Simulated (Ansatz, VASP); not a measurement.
# N: VASP beside Ansatz

POSCAR

```
N
1.0
    0.0000000000      1.5538100000      1.5538100000
    1.5538100000      0.0000000000      1.5538100000
    1.5538100000      1.5538100000      0.0000000000
N
1
Direct
    0.0000000000      0.0000000000      0.0000000000
```

Contents of INCAR.step1:

```
ALGO = Normal ; EDIFF = 1E-4
ENCUT = 520 ; GGA = PE
ISMEAR = 0 ; LASPH = T
LCHARG = F ; LREAL = F
LWAVE = T ; NBANDS = 8
NELM = 80 ; PREC = Accurate
SIGMA = 0.15
```

File INCAR.step2:

```
ALGO = Normal ; EDIFF = 1E-6
ENCUT = 520 ; ISIF = 2
ISMEAR = 0 ; ISTART = 1
LASPH = T ; LCHARG = F
LMIXTAU = T ; LREAL = F
LWAVE = F ; METAGGA = R2SCAN
NBANDS = 8 ; NELM = 80
PREC = Accurate ; SIGMA = 0.15
```

The input KPOINTS:

```
k-points
0
Gamma
  13 13 13
```

Input for Ansatz:

```yaml
crystal:
  lattice:
    - [0.0, 1.55381, 1.55381]
    - [1.55381, 0.0, 1.55381]
    - [1.55381, 1.55381, 0.0]
  atoms:
    - { symbol: "N", position: [0.0, 0.0, 0.0] }
basis:
  ecutwfc: 600.0
kpoints:
  mp_grid:
    grid: [13, 13, 13]
hamiltonian:
  xc: r2scan
  pseudopotentials:
    kind: paw
scf:
  occupations:
    method: gaussian
    width: 0.15
output:
  stress: true
```

The real solid is made of molecules; this cell is a model form.

Alike in both runs: task single point; functional r2SCAN; k mesh 13 × 13 × 13; occupations gaussian, width 0.15 eV; no spin polarisation.

|  | VASP | Ansatz |
| --- | --- | --- |
| version | VASP 6.6.1 | Ansatz 0.2.0 |
| potentials or method | VASP PAW PBE potentials, release 64 (N) | plane waves, PAW |
| plane-wave cutoff (eV) | 520 | 600 |
| valence electrons in the cell | 5 | 5 |

VASP gave:

| Item | Value |
| --- | --- |
| pressure (GPa) | 0.9 |

Problem. Which values does Ansatz return?

Solution. Pressure (GPa): 1.0.

With one functional, cell and mesh, what is left measures potentials, basis and numerics.

Caveats: the PAW data sets were made with another functional, which shifts forces and pressure a little (VASP).
